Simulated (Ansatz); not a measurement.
Method: DFT PBE, scalar-relativistic, plane waves, PAW (Ansatz 0.2.0). Settings: cutoff 420 eV, Γ-centred meshes spaced at most about 0.3 Å⁻¹, and about 0.25 Å⁻¹ or finer for metals (2π included), Gaussian smearing. No spin polarisation in the final relaxations.

These are static total energies at zero pressure.

Two relaxed structures of Ga3Se:

A.

```cif
data_structure
_symmetry_space_group_name_H-M 'P4mm'
_symmetry_Int_Tables_number 99
_cell_length_a 4.2540
_cell_length_b 4.2540
_cell_length_c 6.2054
_cell_angle_alpha 90.000
_cell_angle_beta 90.000
_cell_angle_gamma 90.000
_cell_volume 112.30
loop_
_atom_site_label
_atom_site_type_symbol
_atom_site_symmetry_multiplicity
_atom_site_Wyckoff_symbol
_atom_site_fract_x
_atom_site_fract_y
_atom_site_fract_z
_atom_site_occupancy
Ga1 Ga 1 a 0.00000 0.00000 0.02823 1
Ga2 Ga 2 c 0.50000 0.00000 0.73674 1
Se1 Se 1 a 0.00000 0.00000 0.44517 1
```

B.

```cif
data_structure
_symmetry_space_group_name_H-M 'R-3m:H'
_symmetry_Int_Tables_number 166
_cell_length_a 3.7301
_cell_length_b 3.7301
_cell_length_c 20.8200
_cell_angle_alpha 90.000
_cell_angle_beta 90.000
_cell_angle_gamma 120.000
_cell_volume 250.87
loop_
_atom_site_label
_atom_site_type_symbol
_atom_site_symmetry_multiplicity
_atom_site_Wyckoff_symbol
_atom_site_fract_x
_atom_site_fract_y
_atom_site_fract_z
_atom_site_occupancy
Ga1 Ga 6 c 0.00000 0.00000 0.75155 1
Ga2 Ga 3 a 0.00000 0.00000 0.00000 1
Se1 Se 3 b 0.66667 0.33333 0.83333 1
```

Question: Which form is favoured at zero pressure, and by what margin per atom?

Answer: B is lower, by 162 meV/atom. A has space group P4mm (No. 99), 28.1 Å³/atom and no gap on its mesh; B has space group R-3m (No. 166), 20.9 Å³/atom and no gap. Counting Ga atoms around Se (those within 1.25 times the shortest such distance or 1.15 times the sum of covalent radii, 1.27 where that leaves under three), A has Se 5 and B has Se 6. The denser one is the lower, and pressure would at first widen the difference. In A, around Ga on a site of symmetry 4mm lie 1 Se at 2.59 Å and 4 Ga at 2.79 Å; around Ga on a site of symmetry 2mm lie 2 Ga at 2.79 Å, 2 Se at 2.79 Å and 4 Ga at 3.01 Å; Se has 1 Ga at 2.59 Å and 4 Ga at 2.79 Å. In B, Ga on a site of symmetry 3m is surrounded by 3 Se at 2.75 Å and 3 Ga at 2.79 Å; Ga on a site of symmetry -3m has 6 Ga at 2.79 Å; Se is surrounded by 6 Ga at 2.75 Å. Both come from invented guesses.

In P4mm, R-3m an odd number of electrons in the primitive cell allows no gap without spin; a larger cell or a magnetic state could open one. Cells relaxed within their symmetry can be saddle points.

The preference for B doesn't follow from the shortest Ga–Se contact, which belongs to A at 2.59 Å. What sets B apart is its denser packing, with Se bonded to six Ga at 2.75 Å and Ga-only layers between the Ga layers that bind Se. Selenium can take up only part of the gallium valence electrons, so many remain for Ga–Ga bonding. B probably gains by accommodating them in a compact, delocalised metal network while keeping every Se in contact with Ga. The Ga–Se contacts in B are long for a covalent bond, which suggests weaker bonding spread over more neighbours, unlike the short, directional bonds of layered GaSe.

The margin of 162 meV/atom is a clear ordering of these two structures, but it doesn't make Ga3Se a stable compound. At this gallium-rich composition the natural competitor is a mixture of GaSe and elemental gallium, against which neither form has been compared.
